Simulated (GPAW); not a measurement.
Here is a GPAW 26.7.0 calculation.

Contents of run.py:

```python
import numpy as np
from ase import Atoms
from ase.dft.bandgap import bandgap
from ase.io import write
from ase.units import GPa
from gpaw import GPAW, PW
from gpaw.spinorbit import soc_eigenstates

atoms = Atoms(['Ga', 'P'],
              cell=[[0.0, 2.72525, 2.72525],
                    [2.72525, 0.0, 2.72525],
                    [2.72525, 2.72525, 0.0]],
              scaled_positions=[[0.0, 0.0, 0.0],
                                [0.75, 0.75, 0.75]],
              pbc=True)

calc = GPAW(mode=PW(600),
            xc='MGGA_X_RSCAN+MGGA_C_RSCAN',
            kpts={'size': (8, 8, 8), 'gamma': True},
            occupations={'name': 'fermi-dirac', 'width': 0.05},
            nbands=11,
            convergence={'density': 1e-05, 'energy': 1e-05},
            maxiter=150,
            txt='gpaw.txt')
atoms.calc = calc
energy = atoms.get_potential_energy()
forces = atoms.get_forces()
stress = atoms.get_stress()
calc.write('gs.gpw')
write('result.traj', atoms)
print(f'Energy: {energy:.6f} eV')
print('Forces (eV/A):')
print(forces.round(4))
print('Stress (GPa):', (stress / GPa).round(3))
print('Fermi level:', round(calc.get_fermi_level(), 4), 'eV')
print(f'Gap: {bandgap(calc)[0]:.4f} eV, direct: {bandgap(calc, direct=True)[0]:.4f} eV')

path = atoms.cell.bandpath('GXWKGLUWLK,UX', npoints=60, eps=1e-4)
bs_calc = calc.fixed_density(kpts=path, symmetry='off', nbands=21,
                             convergence={'bands': 'CBM+6.0', 'eigenstates': 1e-6}, txt='bands.txt')
bs = bs_calc.band_structure()
bs.write('bs.json')
print(f'Gap on the path: {bandgap(bs_calc)[0]:.4f} eV')

soc = soc_eigenstates(bs_calc, theta=0, phi=0, ignore_xc_potential=True)
np.savetxt('soc_bands.dat', soc.eigenvalues(), fmt='%.4f')
mesh = soc_eigenstates('gs.gpw', theta=0, phi=0, ignore_xc_potential=True)
np.savetxt('soc_mesh.dat', mesh.eigenvalues(), fmt='%.4f')
print('Fermi level with spin-orbit coupling:', round(mesh.fermi_level, 4), 'eV')
```

Potentials or basis: GPAW PAW data sets (gpaw-data 1.2.1), pw.

Launch:

```console
$ OMP_NUM_THREADS=1 python run.py
```

Estimate the band gap on the k mesh.

1.90 eV, indirect (least direct gap 2.36 eV).

What does it give for the pressure?

1.4 GPa.

Levels at the corners of the path, in eV from the valence-band top:
| point | band 5 | band 6 | band 7 | band 8 | band 9 | band 10 | band 11 | band 12 |
| --- | --- | --- | --- | --- | --- | --- | --- | --- |
| Γ | 0.00 | 0.00 | 0.00 | 0.00 | 2.36 | 2.36 | 4.08 | 4.08 |
| X | -2.81 | -2.81 | -2.78 | -2.78 | 1.91 | 1.91 | 2.09 | 2.09 |
| W | -3.74 | -3.72 | -3.55 | -3.50 | 5.04 | 5.04 | 5.29 | 5.31 |
| K | -4.09 | -4.07 | -2.36 | -2.36 | 2.47 | 2.48 | 5.18 | 5.19 |
| Γ | 0.00 | 0.00 | 0.00 | 0.00 | 2.36 | 2.36 | 4.08 | 4.08 |
| L | -1.22 | -1.22 | -1.15 | -1.15 | 2.05 | 2.05 | 5.02 | 5.02 |
| U | -4.09 | -4.07 | -2.36 | -2.36 | 2.47 | 2.48 | 5.18 | 5.19 |
| W | -3.74 | -3.72 | -3.55 | -3.50 | 5.04 | 5.04 | 5.29 | 5.31 |
| L | -1.22 | -1.22 | -1.15 | -1.15 | 2.05 | 2.05 | 5.02 | 5.02 |
| K | -4.09 | -4.07 | -2.36 | -2.36 | 2.47 | 2.48 | 5.18 | 5.19 |
| U | -4.09 | -4.07 | -2.36 | -2.36 | 2.47 | 2.48 | 5.18 | 5.19 |
| X | -2.81 | -2.81 | -2.78 | -2.78 | 1.91 | 1.91 | 2.09 | 2.09 |

Caveat: spin-orbit coupling was added after a scalar SCF, so levels and gaps hold it while energy, forces, pressure and moments don't; this program's spin-orbit splittings come out too wide for heavy elements; the PAW data sets were made with another functional, which shifts forces and pressure a little.

**The experiment to reproduce.**

From “Stacking defects in GaP nanowires: Electronic structure and optical properties”, 2018, arxiv:1810.01194, for a bulk crystal of GaP at 10 K: band gap 2.34 eV (indirect).

Measured gap of GaP: 2.34 eV (indirect; 10 K; quoted in “Stacking defects in GaP nanowires: Electronic structure and optical properties”, 2018, arxiv:1810.01194). This calculation gives 1.85 eV (-0.49 eV). The value is that of rSCAN, without temperature or zero-point motion.
